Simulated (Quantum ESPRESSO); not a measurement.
# PbS (Galena) (Fm-3m) in Quantum ESPRESSO: further runs

The runs below take PbS (Galena) through single point, relaxation of the atoms, with PBE, optB86b-vdW.

Program: Quantum ESPRESSO 7.5. These are calculated values, not measurements. Logs are shortened: lines on timing, memory, paths and dates and some standing lists are left out, and cuts for length are marked.

### 1 Starting point

Symmetry: Fm-3m, No. 225, cubic system. The conventional cell has a = 5.931 Å, b = 5.931 Å, c = 5.931 Å, α = 90.00°, β = 90.00°, γ = 90.00°. Around Pb (site symmetry m-3m) lie 6 S at 2.97 Å. S (site symmetry m-3m) is surrounded by 6 Pb at 2.97 Å.

### 2 Single point, PBE

File run.py:

```python
import numpy as np
from ase.calculators.espresso import Espresso, EspressoProfile
from ase.io import read

atoms = read('POSCAR')

input_data = {
    'control': {'calculation': 'scf', 'prefix': 'pwscf', 'outdir': './tmp', 'tprnfor': True, 'tstress': True, 'disk_io': 'nowf'},
    'system': {'ecutwfc': 56.0, 'nbnd': 16, 'input_dft': 'pbe', 'occupations': 'smearing', 'smearing': 'mp', 'degauss': 0.00999582},
    'electrons': {'conv_thr': 4e-10, 'electron_maxstep': 120, 'mixing_beta': 0.5, 'mixing_ndim': 2},
}
pseudopotentials = {'Pb': 'Pb.upf', 'S': 'S.upf'}
profile = EspressoProfile(command='pw.x', pseudo_dir='pseudo')
dft = Espresso(profile=profile, input_data=input_data, pseudopotentials=pseudopotentials, kpts=(8, 8, 8), koffset=(0, 0, 0))
atoms.calc = dft

print(f'energy {atoms.get_potential_energy():.8f} eV')
print('forces (eV/A)')
print(np.round(atoms.get_forces(), 6))
print('stress (eV/A^3, Voigt)')
print(np.round(atoms.get_stress(), 8))
print(f'Fermi level {dft.get_fermi_level():.4f} eV')
```

File POSCAR:

```
PbS
1.0
    0.0000000000      2.9657500000      2.9657500000
    2.9657500000      0.0000000000      2.9657500000
    2.9657500000      2.9657500000      0.0000000000
Pb S
1 1
Direct
    0.0000000000      0.0000000000      0.0000000000
    0.5000000000      0.5000000000      0.5000000000
```

Potentials or basis: PseudoDojo 0.4.1 SR PBEsol standard.

On the command line:

```
OMP_NUM_THREADS=1 python run.py
```

The log of the run:

```text
energy -2218.33056604 eV
forces (eV/A)
[[ 0. -0. -0.]
 [ 0.  0. -0.]]
stress (eV/A^3, Voigt)
[-0.013653 -0.013653 -0.013653  0.        0.       -0.      ]
Fermi level 8.8779 eV
```

espresso.pwi:

```text
&CONTROL
   calculation      = 'scf'
   tstress          = .true.
   tprnfor          = .true.
   outdir           = './tmp'
   prefix           = 'pwscf'
   disk_io          = 'nowf'
   pseudo_dir       = 'pseudo'
/
&SYSTEM
   nbnd             = 16
   ecutwfc          = 56.0
   occupations      = 'smearing'
   degauss          = 0.00999582
   smearing         = 'mp'
   input_dft        = 'pbe'
   ntyp             = 2
   nat              = 2
   ibrav            = 0
/
&ELECTRONS
   electron_maxstep = 120
   conv_thr         = 4e-10
   mixing_beta      = 0.5
   mixing_ndim      = 2
/
&IONS
/
&CELL
/
&FCP
/
&RISM
/
ATOMIC_SPECIES
Pb 207.2 Pb.upf
S 32.06 S.upf

K_POINTS automatic
8 8 8  0 0 0

CELL_PARAMETERS angstrom
0.00000000000000 2.96575000000000 2.96575000000000
2.96575000000000 0.00000000000000 2.96575000000000
2.96575000000000 2.96575000000000 0.00000000000000

ATOMIC_POSITIONS angstrom
Pb 0.0000000000 0.0000000000 0.0000000000  
S 2.9657500000 2.9657500000 2.9657500000
```

espresso.pwo:

```text
This program is part of the open-source Quantum ESPRESSO suite
     for quantum simulation of materials; please cite
         "P. Giannozzi et al., J. Phys.:Condens. Matter 21 395502 (2009);
         "P. Giannozzi et al., J. Phys.:Condens. Matter 29 465901 (2017);
         "P. Giannozzi et al., J. Chem. Phys. 152 154105 (2020);
     in publications or presentations arising from this work. More details at

Warning: card &CELL ignored
Warning: card &FCP ignored
Warning: card &RISM ignored

     IMPORTANT: XC functional enforced from input :
     Exchange-correlation= PBE
                           (   1   4   3   4   0   0   0)
     Any further DFT definition will be discarded
     Please, verify this is what you really want

     Message from routine setup:
     using ibrav=0 with symmetry is DISCOURAGED, use correct ibrav instead

     G-vector sticks info
     --------------------
     sticks:   dense  smooth     PW     G-vecs:    dense   smooth      PW
     Sum         955     955    295                19891    19891    3287

     Using Slab Decomposition

     bravais-lattice index     =            0
     lattice parameter (alat)  =       7.9259  a.u.
     unit-cell volume          =     352.0710 (a.u.)^3
     number of atoms/cell      =            2
     number of atomic types    =            2
     number of electrons       =        20.00
     number of Kohn-Sham states=           16
     kinetic-energy cutoff     =      56.0000  Ry
     charge density cutoff     =     224.0000  Ry
     scf convergence threshold =      4.0E-10
     mixing beta               =       0.5000
     number of iterations used =            2  plain     mixing
     Exchange-correlation= PBE
                           (   1   4   3   4   0   0   0)

     celldm(1)=   7.925897  celldm(2)=   0.000000  celldm(3)=   0.000000
     celldm(4)=   0.000000  celldm(5)=   0.000000  celldm(6)=   0.000000

     crystal axes: (cart. coord. in units of alat)
               a(1) = (   0.000000   0.707107   0.707107 )
               a(2) = (   0.707107   0.000000   0.707107 )
               a(3) = (   0.707107   0.707107   0.000000 )

     reciprocal axes: (cart. coord. in units 2 pi/alat)
               b(1) = ( -0.707107  0.707107  0.707107 )
               b(2) = (  0.707107 -0.707107  0.707107 )
               b(3) = (  0.707107  0.707107 -0.707107 )

     PseudoPot. # 1 for Pb read from file:
[... 85 lines left out ...]

     total energy              =    -163.00462076 Ry
     estimated scf accuracy    <       0.13635283 Ry
[... 12 lines left out ...]
     total energy              =    -163.04422789 Ry
     estimated scf accuracy    <       0.00101329 Ry

     iteration #  4     ecut=    56.00 Ry     beta= 0.50
     Davidson diagonalization with overlap
     c_bands:  1 eigenvalues not converged
     ethr =  5.07E-06,  avg # of iterations =  6.5

     total energy              =    -163.04429915 Ry
     estimated scf accuracy    <       0.00001784 Ry

     iteration #  5     ecut=    56.00 Ry     beta= 0.50
     Davidson diagonalization with overlap
     ethr =  8.92E-08,  avg # of iterations =  2.5
[... 25 lines left out ...]
     iteration #  9     ecut=    56.00 Ry     beta= 0.50
     Davidson diagonalization with overlap
     ethr =  7.82E-12,  avg # of iterations =  2.1

     End of self-consistent calculation

          k = 0.0000 0.0000 0.0000 (  2445 PWs)   bands (ev):

    -8.1743  -8.1743  -8.1743  -8.1559  -8.1559  -4.8895   2.6548   6.5327
     6.5327   6.5327  13.9113  13.9113  13.9113  15.4029  15.4029  15.4029
[... 93 lines left out ...]
    -8.2681  -8.1773  -8.1489  -8.1310  -8.1221  -3.2255   0.7105   3.9212
     5.7589   6.2117  12.0275  12.8194  13.7527  14.9222  18.9626  19.6058

          k =-0.7071 0.0000 0.0000 (  2498 PWs)   bands (ev):

    -8.3073  -8.1994  -8.1304  -8.1140  -8.1140  -3.2187   1.4883   3.5031
     5.2610   5.2610  12.5553  14.2710  14.3785  14.3785  19.7365  20.7971

          k = 0.3536 0.1768 0.0000 (  2495 PWs)   bands (ev):
[... 26 lines left out ...]
    -8.2417  -8.1651  -8.1572  -8.1490  -8.1239  -3.3314   0.4892   4.4718
     5.3129   7.6437  10.5944  12.6255  13.2405  16.8562  16.9232  19.6561

          k =-0.7071 0.1768-0.0000 (  2496 PWs)   bands (ev):

    -8.2875  -8.1875  -8.1406  -8.1271  -8.1140  -3.1987   1.0719   3.7137
     4.9390   6.2950  12.6854  12.7946  13.9899  15.0655  19.1851  20.3067

          k =-0.7071 0.3536 0.0000 (  2488 PWs)   bands (ev):

    -8.2638  -8.1579  -8.1579  -8.1545  -8.1140  -3.1774   0.7448   4.2740
     4.2740   7.6657  10.8876  13.3683  13.3683  16.8606  16.8606  20.6442

     the Fermi energy is     8.8779 ev

!    total energy              =    -163.04430359 Ry
     estimated scf accuracy    <          1.6E-10 Ry
     smearing contrib. (-TS)   =       0.00001799 Ry
     internal energy E=F+TS    =    -163.04432158 Ry

     The total energy is F=E-TS. E is the sum of the following terms:
     one-electron contribution =     -36.01796937 Ry
     hartree contribution      =      30.55788713 Ry
     xc contribution           =     -46.35459525 Ry
     ewald contribution        =    -111.22964409 Ry

     convergence has been achieved in   9 iterations

     Forces acting on atoms (cartesian axes, Ry/au):

     atom    1 type  1   force =     0.00000000   -0.00000000   -0.00000000
     atom    2 type  2   force =     0.00000000    0.00000000   -0.00000000

     Total force =     0.000000     Total SCF correction =     0.000000

     Computing stress (Cartesian axis) and pressure

          total   stress  (Ry/bohr**3)                   (kbar)     P=       21.87
   0.00014870   0.00000000  -0.00000000           21.87        0.00       -0.00
   0.00000000   0.00014870  -0.00000000            0.00       21.87       -0.00
  -0.00000000  -0.00000000   0.00014870           -0.00       -0.00       21.87

=------------------------------------------------------------------------------=
   JOB DONE.
=------------------------------------------------------------------------------=
```

Wall time 14 s (1 thread of AMD EPYC 7B13 (Zen 3), shared host); peak memory 0.08 GiB.

What came out:

```
Free energy            : -2218.3308 eV
Pressure               : 2.2 GPa
Band gap on the k mesh : 0.38 eV, direct
```

Levels at points of the mesh, in eV from the valence-band top:
| k point | band 6 | band 7 | band 8 | band 9 | band 10 | band 11 | band 12 | band 13 | band 14 | band 15 |
| --- | --- | --- | --- | --- | --- | --- | --- | --- | --- | --- |
| (0.00, 0.00, 0.00) | -13.58 | -6.03 | -2.15 | -2.15 | -2.15 | 5.22 | 5.22 | 5.22 | 6.72 | 6.72 |
| (0.00, 0.00, -0.50) | -12.33 | -8.84 | -1.77 | -1.77 | 0.00 | 0.38 | 1.98 | 1.98 | 8.67 | 10.16 |
| (0.00, -0.50, -0.50) | -11.91 | -7.20 | -5.18 | -3.43 | -3.43 | 3.87 | 5.58 | 5.69 | 5.69 | 11.05 |

Caveat: the potentials were made for another functional, which shifts forces and pressure; this smearing can shift energies of a crystal with a gap; spin-orbit coupling is left out, which as a rule narrows the gap of such compounds by several tenths of an eV.

### 3 Relaxation of the atoms, optB86b-vdW (atoms moved at random, drawn with an rms of 0.02 Å)

File pw.in:

```
&CONTROL
  calculation = 'relax'
  prefix = 'pwscf'
  outdir = './tmp'
  pseudo_dir = './pseudo'
  tprnfor = .true.
  disk_io = 'low'
  nstep = 40
  forc_conv_thr = 0.0004
  etot_conv_thr = 1d-05
/
&SYSTEM
  ibrav = 0
  nat = 2
  ntyp = 2
  ecutwfc = 90
  nbnd = 21
  input_dft = 'vdw-df-ob86'
  occupations = 'smearing'
  smearing = 'mp'
  degauss = 0.00367493
/
&ELECTRONS
  conv_thr = 4d-10
  electron_maxstep = 120
  mixing_beta = 0.5
/
&IONS
  ion_dynamics = 'bfgs'
/
ATOMIC_SPECIES
Pb   207.2000 Pb.upf
S     32.0600 S.upf
CELL_PARAMETERS bohr
   0.0000000000    5.6044552541    5.6044552541
   5.6044552541    0.0000000000    5.6044552541
   5.6044552541    5.6044552541    0.0000000000
ATOMIC_POSITIONS bohr
Pb    -0.0275963377   -0.0307796683    0.0275066664
S      5.5825754608    5.5863136325    5.6200300353
K_POINTS automatic
3 3 3 0 0 0
```

Potentials or basis: PseudoDojo 0.4 SR PBE stringent.

On the command line:

```
OMP_NUM_THREADS=1 pw.x -in pw.in > pw.out
```

Run time: 99 s. Hardware: 1 thread of AMD EPYC 7B13 (Zen 3), shared host; peak memory 0.16 GiB.

Results (log left out):

* Free energy: -6005.8057 eV
* Band gap on the k mesh: 2.20 eV, direct

Forces on the atoms (eV/Å):
```
Pb   0.001  0.002 -0.002
S   -0.001 -0.002  0.002
```

Final structure:
```
Pb S
1.0
     0.00000    2.96575    2.96575
     2.96575    0.00000    2.96575
     2.96575    2.96575    0.00000
Pb S
1 1
Direct
  0.00217 0.00274 0.99234
  0.50172 0.50106 0.49504
```

Levels at points of the mesh, in eV from the valence-band top:
```tsv
k point	band 10	band 11	band 12	band 13	band 14	band 15	band 16	band 17	band 18	band 19
(0.00, 0.00, 0.00)	-12.85	-5.36	-1.41	-1.41	-1.41	5.90	5.90	5.90	7.48	7.48
```

Caveat: the k mesh is coarse (spacing up to 0.61 Å⁻¹), so the values aren't converged; the potentials were made for another functional, which shifts forces and pressure; the relaxation stopped at its first step, so nothing moved; this smearing can shift energies of a crystal with a gap; spin-orbit coupling is left out, which as a rule narrows the gap of such compounds by several tenths of an eV; an odd mesh through Γ misses points on the zone boundary, where band edges often lie.
